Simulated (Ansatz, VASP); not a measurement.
One calculation of GdN, two programs

Contents of INCAR:

```
SYSTEM = GdN
PREC = Accurate
ENCUT = 520
EDIFF = 1E-6
ISMEAR = 0
SIGMA = 0.05
LREAL = .False.
LASPH = .True.
NELM = 150
ALGO = Normal
ISIF = 2
LWAVE = .False.
LCHARG = .False.
ISPIN = 2
MAGMOM = 7.64 -0.16
LORBIT = 11
LMAXMIX = 6
LDAU = .True.
LDAUTYPE = 2
LDAUL = 3 -1
LDAUU = 6 0
LDAUJ = 0 0
LDAUPRINT = 1
GGA = PE
NBANDS = 22
```

File KPOINTS:

```
Automatic mesh
0
Gamma
  10 10 10
  0 0 0
```

POSCAR

```
GdN
1.0
    0.0000000000      2.5175773337      2.5175773337
    2.5175773337      0.0000000000      2.5175773337
    2.5175773337      2.5175773337      0.0000000000
Gd N
1 1
Direct
    0.0000000000      0.0000000000      0.0000000000
    0.5000000000      0.5000000000      0.5000000000
```

Input for Ansatz:

```yaml
crystal:
  lattice:
    - [0.0, 2.5175773337, 2.5175773337]
    - [2.5175773337, 0.0, 2.5175773337]
    - [2.5175773337, 2.5175773337, 0.0]
  atoms:
    - { symbol: Gd, position: [0.0, 0.0, 0.0], spin: 7.63 }
    - { symbol: "N", position: [0.5, 0.5, 0.5] }
basis:
  ecutwfc: 420
  ecutrho_ratio: 4
kpoints:
  mp_grid: { grid: [10, 10, 10] }
hamiltonian:
  xc: pbe
  hubbard:
    sites:
      - { species: Gd, l: f, u_eff: 6.0, starting_ns: start.occupation_matrices }
    ns_hold: { iters: 6 }
scf:
  occupations: { method: gaussian, width: 0.05 }
  lower_state_search: "off"
output:
  forces: true
  stress: true
  eigenvalues: true
  populations: true
  hubbard: { sites: [{ species: Gd, l: f }] }
magnetization:
  spin_polarized: true
```

Alike in both runs: task single point; functional PBE; k mesh 10 × 10 × 10; occupations gaussian, width 0.05 eV; collinear spin; Hubbard terms Gd f U = 6.0 eV.

|  | VASP | Ansatz |
| --- | --- | --- |
| version | VASP 6.6.1 | Ansatz 0.2.0 |
| potentials or method | VASP PAW PBE potentials, release 64 (Gd, N) | scalar-relativistic, plane waves, PAW |
| plane-wave cutoff (eV) | 520 | 420 |
| valence electrons in the cell | 23 | 23 |

|  | VASP | Ansatz | Ansatz less VASP |
| --- | --- | --- | --- |
| gap on the k mesh at the Fermi level (eV) | none | none | - |
| pressure (GPa) | -2.4 | -2.8 | -0.46 |
| net moment per atom (μB) | 3.50 | 3.50 | 0.000 |
| size of the moment on the site where the two differ most (μB) | 6.87 | 6.94 | +0.070 |

Site moments also hang on the region over which each program counts them. The programs project onto different local orbitals, so the same U acts differently. A gap of «none» marks a metal or a gap that the smearing closes. Ansatz warned: «filled_band_counts_differ_across_k_points».

Caveats: spin-orbit coupling is left out, which moves the levels of the heavy elements; a cell with one magnetic atom can't hold antiferromagnetic order, which such compounds often take. The state reached can hang on the start; a lower one may exist.
